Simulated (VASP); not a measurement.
# GaAs (F-43m) in VASP: band structure with PBE

Aim: the band structure of GaAs with PBE.

Program: VASP 6.6.1. These are calculated values, not measurements. Logs are shortened: lines on timing, memory, paths and dates and some standing lists are left out, and cuts for length are marked.

**The experiment to reproduce.**

From “Evidence of valence band perturbations in GaAsN/GaAs(001): A combined variable-angle spectroscopic ellipsometry and modulated photoreflectance investigation”, 2008, arxiv:0805.2212, for a bulk crystal of GaAs at 300 K: band gap 1.412 ± 0.01 eV (direct).

The runs below are set against these values where they give the same quantity.

### 1 Starting point

It takes space group F-43m (No. 216, cubic). Conventional cell: a = 5.750 Å, b = 5.750 Å, c = 5.750 Å, α = 90.00°, β = 90.00°, γ = 90.00°. Around Ga (site symmetry -43m) lie 4 As at 2.49 Å. Around As (site symmetry -43m) lie 4 Ga at 2.49 Å.

### 2 Band structure, PBE

Contents of INCAR:

```
SYSTEM = GaAs
ALGO = Normal
AMIX = 0.2
EDIFF = 1E-7
ENCUT = 520
GGA = PE
ISIF = 2
ISMEAR = 0
LASPH = .True.
LCHARG = .False.
LREAL = .False.
LWAVE = .False.
NELM = 100
PREC = Accurate
SIGMA = 0.02
```

Contents of KPOINTS:

```
k-points
0
Gamma
  10 10 10
  0 0 0
```

Contents of POSCAR:

```
GaAs                                    
1.0
    0.0000000000      2.8751451763      2.8751451763
    2.8751451763      0.0000000000      2.8751451763
    2.8751451763      2.8751451763      0.0000000000
  Ga              As            
     1     1
Direct
     0.0000000000000000    0.0000000000000000    0.0000000000000000
     0.2500000000000000    0.2500000000000000    0.2500000000000000
```

Contents of KPOINTS_OPT:

```
path GXWKGLUWLK,UX
15
line-mode
reciprocal
 0.0000000000  0.0000000000  0.0000000000  G
 0.5000000000  0.0000000000  0.5000000000  X

 0.5000000000  0.0000000000  0.5000000000  X
 0.5000000000  0.2500000000  0.7500000000  W

 0.5000000000  0.2500000000  0.7500000000  W
 0.3750000000  0.3750000000  0.7500000000  K

 0.3750000000  0.3750000000  0.7500000000  K
 0.0000000000  0.0000000000  0.0000000000  G

 0.0000000000  0.0000000000  0.0000000000  G
 0.5000000000  0.5000000000  0.5000000000  L

 0.5000000000  0.5000000000  0.5000000000  L
 0.6250000000  0.2500000000  0.6250000000  U

 0.6250000000  0.2500000000  0.6250000000  U
 0.5000000000  0.2500000000  0.7500000000  W

 0.5000000000  0.2500000000  0.7500000000  W
 0.5000000000  0.5000000000  0.5000000000  L

 0.5000000000  0.5000000000  0.5000000000  L
 0.3750000000  0.3750000000  0.7500000000  K

 0.6250000000  0.2500000000  0.6250000000  U
 0.5000000000  0.0000000000  0.5000000000  X
```

Potentials or basis: VASP PAW PBE potentials, release 64 (Ga_d, As).

Started as:

```bash
$ cat potpaw_PBE.64/Ga_d/POTCAR potpaw_PBE.64/As/POTCAR > POTCAR
$ mpirun -np 1 vasp_std > vasp.out
```

OUTCAR:

```text
SYSTEM = GaAs
   AMIX = 0.2
   EDIFF = 1E-7
   ENCUT = 520
   GGA = PE
   ISIF = 2
   ISMEAR = 0
   LASPH = .True.
   LREAL = .False.
   NELM = 100
   PREC = Accurate

 ion  position               nearest neighbor table
   1  0.000  0.000  0.000-   2 2.49   2 2.49   2 2.49   2 2.49
   2  0.250  0.250  0.250-   1 2.49   1 2.49   1 2.49   1 2.49

  LATTYP: Found a face centered cubic cell.
 ALAT       =     5.7502903526

  Lattice vectors:

 A1 = (   0.0000000000,   2.8751451763,   2.8751451763)
 A2 = (   2.8751451763,   0.0000000000,   2.8751451763)
 A3 = (   2.8751451763,   2.8751451763,   0.0000000000)

Analysis of symmetry for initial positions (statically):
=====================================================================
 Subroutine PRICEL returns:
 Original cell was already a primitive cell.

 Routine SETGRP: Setting up the symmetry group for a
 face centered cubic supercell.

 Subroutine GETGRP returns: Found 24 space group operations
 (whereof 24 operations were pure point group operations)
 out of a pool of 48 trial point group operations.

The static configuration has the point symmetry T_d .

Analysis of symmetry for dynamics (positions and initial velocities):
=====================================================================
 Subroutine PRICEL returns:
 Original cell was already a primitive cell.

 Routine SETGRP: Setting up the symmetry group for a
 face centered cubic supercell.

 Subroutine GETGRP returns: Found 24 space group operations
 (whereof 24 operations were pure point group operations)
 out of a pool of 48 trial point group operations.

The dynamic configuration has the point symmetry T_d .

 Subroutine INISYM returns: Found 24 space group operations
 (whereof 24 operations are pure point group operations),
 and found     1 'primitive' translations

----------------------------------------------------------------------------------------

                                     Primitive cell

  volume of cell :      47.5345

  direct lattice vectors                    reciprocal lattice vectors
     0.000000000  2.875145176  2.875145176    -0.173904262  0.173904262  0.173904262
     2.875145176  0.000000000  2.875145176     0.173904262 -0.173904262  0.173904262
     2.875145176  2.875145176  0.000000000     0.173904262  0.173904262 -0.173904262

  length of vectors
     4.066069302  4.066069302  4.066069302     0.301211017  0.301211017  0.301211017

  position of ions in fractional coordinates (direct lattice)
     0.000000000  0.000000000  0.000000000
     0.250000000  0.250000000  0.250000000

  ion indices of the primitive-cell ions
   primitive index   ion index
                 1           1
                 2           2

----------------------------------------------------------------------------------------

 KPOINTS: k-points

Automatic generation of k-mesh.
 Grid dimensions read from file:
 generate k-points for:   10   10   10

 Generating k-lattice:

  Cartesian coordinates                     Fractional coordinates (reciprocal lattice)
    -0.017390426  0.017390426  0.017390426     0.100000000  0.000000000  0.000000000
     0.017390426 -0.017390426  0.017390426     0.000000000  0.100000000  0.000000000
     0.017390426  0.017390426 -0.017390426     0.000000000  0.000000000  0.100000000

  Length of vectors
     0.030121102  0.030121102  0.030121102

  Shift w.r.t. Gamma in fractional coordinates (k-lattice)
     0.000000000  0.000000000  0.000000000

 Subroutine IBZKPT returns following result:
 ===========================================

 Found     47 irreducible k-points:

 Following reciprocal coordinates:
            Coordinates               Weight
  0.000000  0.000000  0.000000      1.000000
  0.100000  0.000000  0.000000      8.000000
  0.200000  0.000000  0.000000      8.000000
  0.300000  0.000000  0.000000      8.000000
  0.400000  0.000000  0.000000      8.000000
  0.500000  0.000000  0.000000      4.000000
[... 16 lines left out ...]
  0.300000  0.300000  0.000000      6.000000
  0.400000  0.300000  0.000000     24.000000
 [... further k-points ...]
   k-points           NKPTS =     47   k-points in BZ     NKDIM =     47   number of bands    NBANDS=     13
   number of dos      NEDOS =    301   number of ions     NIONS =      2
   total plane-waves  NPLWV =  27000
   dimension x,y,z NGX =    30 NGY =   30 NGZ =   30
   dimension x,y,z NGXF=    60 NGYF=   60 NGZF=   60
   ions per type =               1   1
   NGX,Y,Z   is equivalent  to a cutoff of  12.27, 12.27, 12.27 a.u.
   NGXF,Y,Z  is equivalent  to a cutoff of  24.53, 24.53, 24.53 a.u.
 SYSTEM =  GaAs
   PREC   = accura    normal or accurate (medium, high low for compatibility)
   ISTART =      0    job   : 0-new  1-cont  2-samecut
   ICHARG =      2    charge: 1-file 2-atom 10-const
   ISPIN  =      1    spin polarized calculation?
   LNONCOLLINEAR =      F non collinear calculations
   LSORBIT =      F    spin-orbit coupling
   LASPH  =      T    aspherical Exc in radial PAW
   ENCUT  =  520.0 eV  38.22 Ry    6.18 a.u.   7.56  7.56  7.56*2*pi/ulx,y,z
   NELM   =    100;   NELMIN=  2; NELMDL= -5     # of ELM steps
   EDIFF  = 0.1E-06   stopping-criterion for ELM
   LREAL  =      F    real-space projection
   EDIFFG = 0.1E-05   stopping-criterion for IOM
   NSW    =      0    number of steps for IOM
   IBRION =     -1    ionic relax: 0-MD 1-quasi-New 2-CG
   NFREE  =      0    steps in history (QN), initial steepest desc. (CG)
   ISIF   =      2    stress and relaxation
   ISYM   =      2    0-nonsym 1-usesym 2-fastsym
   POTIM  = 0.5000    time-step for ionic-motion
   TEBEG  =    0.0;   TEEND  =   0.0 temperature during run
   PSTRESS=    0.0 pullay stress
   NELECT =      18.0000    total number of electrons
   NUPDOWN=      -1.0000    fix difference up-down
   EMIN   =  10.00;   EMAX   =-10.00  energy-range for DOS
   EFERMI =   0.00;   METHOD = LEGACY
   ISMEAR =     0;   SIGMA  =   0.02  broadening in eV -4-tet -1-fermi 0-gaus
   EFERMI_NEDOS =   21; number of points for ismear=-14 and -15
   IALGO  =     38    algorithm
   IMIX   =      4    mixing-type and parameters
     AMIX     =   0.20;   BMIX     =  1.00
     AMIX_MAG =   0.80;   BMIX_MAG =  1.00
  volume/ion in A,a.u.               =      23.77       160.39
  Fermi-wavevector in a.u.,A,eV,Ry     =   1.184393  2.238179 19.086078  1.402787
  Thomas-Fermi vector in A             =   2.320608
   LORBIT       =      0    0 simple, 1 ext, 2 COOP (PROOUT), +10 PAW based schemes
   GGA     = PE    functional components
   LHFCALC =     F    Hartree Fock is set to
   AEXX    =    0.0000 exact exchange contribution
   IVDW    =     0    specifies the selected vdW correction
   LEPSILON=     F    determine dielectric tensor
   LRPA    =     F    only Hartree local field effects (RPA)
 non-spin polarized calculation
 Gauss-broadening in eV      SIGMA  =   0.02
  energy-cutoff  :      520.00
  volume of cell :       47.53
 maximum number of plane-waves:      1298
   NGX = 15   NGY = 15   NGZ = 15

 number of electron      17.9999988 magnetization

 Free energy of the ion-electron system (eV)
  ---------------------------------------------------
  ext. energy  EPLUGINS =         0.00000000
  ---------------------------------------------------
  free energy    TOTEN  =        -8.27530546 eV

  energy without entropy =       -8.27530546  energy(sigma->0) =       -8.27530546

 E-fermi :   3.5410     XC(G=0):  -9.3612

 val. band max:        3.4669747131   @ k =   0.0000   0.0000   0.0000
 cond. band min:       3.6115313447   @ k =   0.0000   0.0000   0.0000
 fundamental gap:      0.1445566316
 Fermi energy:         3.5409577786

 k-point     1 :       0.0000    0.0000    0.0000
  band No.  band energies     occupation
      1     -11.2561      2.00000
      2     -11.2561      2.00000
      3     -11.2561      2.00000
      4     -11.1886      2.00000
      5     -11.1886      2.00000
      6      -8.9054      2.00000
      7       3.4670      2.00000
      8       3.4670      2.00000
      9       3.4670      2.00000
     10       3.6115      0.00000
     11       7.1818      0.00000
     12       7.1818      0.00000
     13       7.1818      0.00000

 k-point     2 :       0.1000    0.0000    0.0000
  band No.  band energies     occupation
      1     -11.2629      2.00000
      2     -11.2541      2.00000
      3     -11.2541      2.00000
      4     -11.1887      2.00000
      5     -11.1887      2.00000
      6      -8.7966      2.00000
      7       1.8980      2.00000
      8       3.3207      2.00000
      9       3.3207      2.00000
     10       4.6917      0.00000
     11       7.3891      0.00000
     12       7.4019      0.00000
     13       7.4019      0.00000

 k-point     3 :       0.2000    0.0000    0.0000
  band No.  band energies     occupation
      1     -11.2800      2.00000
      2     -11.2493      2.00000
      3     -11.2493      2.00000
      4     -11.1886      2.00000
      5     -11.1886      2.00000
      6      -8.4841      2.00000
      7       0.2131      2.00000
      8       3.0021      2.00000
      9       3.0021      2.00000
     10       4.8647      0.00000
     11       7.8398      0.00000
     12       7.8398      0.00000
     13       8.4332      0.00000

 k-point     4 :       0.3000    0.0000    0.0000
  band No.  band energies     occupation
      1     -11.2997      2.00000
      2     -11.2442      2.00000
      3     -11.2442      2.00000
      4     -11.1877      2.00000
      5     -11.1877      2.00000
      6      -8.0185      2.00000
      7      -1.3037      2.00000
      8       2.6880      2.00000
      9       2.6880      2.00000
     10       4.6202      0.00000
     11       8.0990      0.00000
     12       8.0990      0.00000
     13       9.9664      0.00000

 k-point     5 :       0.4000    0.0000    0.0000
  band No.  band energies     occupation
      1     -11.3147      2.00000
      2     -11.2408      2.00000
      3     -11.2408      2.00000
      4     -11.1862      2.00000
      5     -11.1862      2.00000
      6      -7.5290      2.00000
      7      -2.4472      2.00000
      8       2.4744      2.00000
      9       2.4744      2.00000
     10       4.4066      0.00000
     11       8.1106      0.00000
     12       8.1106      0.00000
     13      11.0758      0.00000
[... 257 lines left out ...]
 k-point    22 :      -0.2000    0.2000    0.0000
  band No.  band energies     occupation
      1     -11.3056      2.00000
      2     -11.2414      2.00000
      3     -11.2397      2.00000
      4     -11.1910      2.00000
      5     -11.1868      2.00000
      6      -7.8571      2.00000
      7      -1.2389      2.00000
      8       0.9942      2.00000
      9       2.7387      2.00000
     10       6.0084      0.00000
     11       8.2838      0.00000
     12       8.3489      0.00000
     13       8.9910      0.00000

 k-point    23 :       0.3000    0.3000    0.0000
  band No.  band energies     occupation
      1     -11.3212      2.00000
      2     -11.2296      2.00000
      3     -11.2296      2.00000
      4     -11.2012      2.00000
      5     -11.1815      2.00000
      6      -7.7056      2.00000
      7      -1.3260      2.00000
      8       1.5712      2.00000
      9       1.5712      2.00000
     10       5.2204      0.00000
     11       6.3343      0.00000
     12      10.6949      0.00000
     13      10.6949      0.00000

 k-point    24 :       0.4000    0.3000    0.0000
  band No.  band energies     occupation
      1     -11.3316      2.00000
      2     -11.2258      2.00000
      3     -11.2247      2.00000
      4     -11.2028      2.00000
      5     -11.1805      2.00000
      6      -7.3047      2.00000
      7      -2.0677      2.00000
      8       1.0523      2.00000
      9       1.3676      2.00000
     10       5.3513      0.00000
     11       6.2920      0.00000
     12      10.5376      0.00000
     13      11.1681      0.00000

 [... further k-points ...]

------------------------ aborting loop because EDIFF is reached ----------------------------------------

  FORCE on cell =-STRESS in cart. coord.  units (eV):
  Direction    XX          YY          ZZ          XY          YZ          ZX
  --------------------------------------------------------------------------------------
  -------------------------------------------------------------------------------------
  Total        0.0026841      0.0026841      0.0026841      0.0000000     -0.0000000      0.0000000
  in kB        0.0904701      0.0904701      0.0904701      0.0000000     -0.0000000      0.0000000
  external PRESSURE =       0.0904701 kB  Pullay stress =       0.0000000 kB

 VOLUME and BASIS-vectors are now :
 -----------------------------------------------------------------------------
  energy-cutoff  :      520.00
  volume of cell :       47.53
      direct lattice vectors                 reciprocal lattice vectors
     0.000000000  2.875145176  2.875145176    -0.173904262  0.173904262  0.173904262
     2.875145176  0.000000000  2.875145176     0.173904262 -0.173904262  0.173904262
     2.875145176  2.875145176  0.000000000     0.173904262  0.173904262 -0.173904262

 POSITION                                       TOTAL-FORCE (eV/Angst)
 -----------------------------------------------------------------------------------
      0.00000      0.00000      0.00000        -0.000000      0.000000     -0.000000
      1.43757      1.43757      1.43757         0.000000     -0.000000      0.000000
 -----------------------------------------------------------------------------------
    total drift:                                0.000002      0.000002      0.000002

  FREE ENERGIE OF THE ION-ELECTRON SYSTEM (eV)
  ---------------------------------------------------
  free  energy   TOTEN  =        -8.2753054565 eV

  energy  without entropy=       -8.2753054564  energy(sigma->0) =       -8.27530546
```

Run time: 67 s. Hardware: 1 thread of Intel Xeon Platinum 8259CL at 2.50GHz (Skylake/Cascade Lake), shared host; peak memory 0.2 GiB.

What came out:

| Item | Value |
| --- | --- |
| Free energy | -8.2753 eV |
| Pressure | 0.0 GPa |
| Band gap on the k mesh | 0.14 eV, direct |
| Band gap along the path | 0.14 eV, direct |

Levels at the corners of the path, in eV from the valence-band top:
```tsv
point	band 5	band 6	band 7	band 8	band 9	band 10	band 11	band 12	band 13
Γ	-14.66	-12.37	0.00	0.00	0.00	0.14	3.71	3.71	3.71
X	-14.64	-10.09	-6.59	-2.50	-2.50	1.56	1.68	9.77	9.77
X	-14.64	-10.09	-6.59	-2.50	-2.50	1.56	1.68	9.77	9.77
W	-14.65	-10.04	-6.42	-3.30	-3.11	4.38	4.69	5.25	6.01
W	-14.65	-10.04	-6.42	-3.30	-3.11	4.38	4.69	5.25	6.01
K	-14.65	-10.12	-6.42	-3.60	-2.11	1.99	4.52	7.68	7.83
K	-14.65	-10.12	-6.42	-3.60	-2.11	1.99	4.52	7.68	7.83
Γ	-14.66	-12.37	0.00	0.00	0.00	0.14	3.71	3.71	3.71
Γ	-14.66	-12.37	0.00	0.00	0.00	0.14	3.71	3.71	3.71
L	-14.65	-10.76	-6.37	-1.07	-1.07	0.86	4.62	4.62	7.70
L	-14.65	-10.76	-6.37	-1.07	-1.07	0.86	4.62	4.62	7.70
U	-14.65	-10.12	-6.42	-3.60	-2.11	1.99	4.52	7.68	7.83
U	-14.65	-10.12	-6.42	-3.60	-2.11	1.99	4.52	7.68	7.83
W	-14.65	-10.04	-6.42	-3.30	-3.11	4.38	4.69	5.25	6.01
W	-14.65	-10.04	-6.42	-3.30	-3.11	4.38	4.69	5.25	6.01
L	-14.65	-10.76	-6.37	-1.07	-1.07	0.86	4.62	4.62	7.70
L	-14.65	-10.76	-6.37	-1.07	-1.07	0.86	4.62	4.62	7.70
K	-14.65	-10.12	-6.42	-3.60	-2.11	1.99	4.52	7.68	7.83
U	-14.65	-10.12	-6.42	-3.60	-2.11	1.99	4.52	7.68	7.83
X	-14.64	-10.09	-6.59	-2.50	-2.50	1.56	1.68	9.77	9.81
```

### 3 Comparison with measurements

Step 2. Against the measured gap of GaAs, 1.412 eV (direct; 300 K; “Evidence of valence band perturbations in GaAsN/GaAs(001): A combined variable-angle spectroscopic ellipsometry and modulated photoreflectance investigation”, 2008, arxiv:0805.2212), the calculated 0.14 eV is off by -1.27 eV. So large a miss can be the level of theory's own, or it may mean another phase, state or a wrong row. 3 values of this kind are on record (1.412 to 1.51 eV); this one was drawn at random among those near their median, those with a stated uncertainty first. Spin-orbit coupling on As, Ga is left out. The value is that of PBE, without temperature or zero-point motion. Semilocal functionals fall short of measured gaps as a rule.
